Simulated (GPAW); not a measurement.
A run of GPAW 26.7.0 is set up as follows.

The input run.py:

```python
from ase.eos import EquationOfState
from ase.io import Trajectory
from ase.spacegroup import crystal
from ase.units import GPa
from gpaw import GPAW, PW, setup_paths

setup_paths.insert(0, '.')

# Zr 4a
# S 4b
atoms = crystal(['Zr', 'S'],
                basis=[[0.0, 0.0, 0.0],
                       [0.5, 0.0, 0.0]],
                spacegroup=225, setting=1,  # Fm-3m
                cellpar=[5.25, 5.25, 5.25, 90.0, 90.0, 90.0],
                primitive_cell=True)

traj = Trajectory('eos.traj', 'w')
volumes, energies = [], []
for x in [0.94, 0.96, 0.98, 1.0, 1.02, 1.04, 1.06]:
    a = atoms.copy()
    a.set_cell(atoms.cell * x**(1 / 3), scale_atoms=True)
    calc = GPAW(mode=PW(600),
                xc='LDA',
                kpts={'size': (7, 7, 7), 'gamma': True},
                occupations={'name': 'fermi-dirac', 'width': 0.05},
                nbands=19,
                convergence={'density': 1e-05, 'energy': 1e-05},
                maxiter=150,
                txt=f'eos-{x:.2f}.txt')
    a.calc = calc
    energies.append(a.get_potential_energy(force_consistent=True))
    volumes.append(a.get_volume())
    p = -a.get_stress()[:3].mean() / GPa
    calc.write(f'eos-{x:.2f}.gpw')
    traj.write(a)
    print(f'{x:.2f} {volumes[-1]:10.4f} A^3 {energies[-1]:14.6f} eV {p:9.3f} GPa', flush=True)

v0, e0, B = EquationOfState(volumes, energies, eos='birchmurnaghan').fit()
print(f'V0 = {v0:.4f} A^3, E0 = {e0:.6f} eV, B0 = {B / GPa:.2f} GPa')
```

Potentials or basis: PAW data sets generated in the run's folder for this functional, pw.

Run with:

```sh
$ gpaw-setup -f LDA S Zr
$ OMP_NUM_THREADS=1 python run.py
```

Question: What does it give for the equilibrium volume?

Answer: 16.84 Å³/atom (rough: see the caveat).

Question: Estimate the bulk modulus.

Answer: 157 GPa (rough).

Energy against volume, from the lowest point:
```
volume (Å³/atom)  energy (meV/atom)
          17.003               0.00
          17.364               6.82
          17.726              20.09
          18.088              39.07
          18.450              63.10
          18.811              91.70
          19.173             124.28
```

Caveat: the minimum lies outside the volumes run.
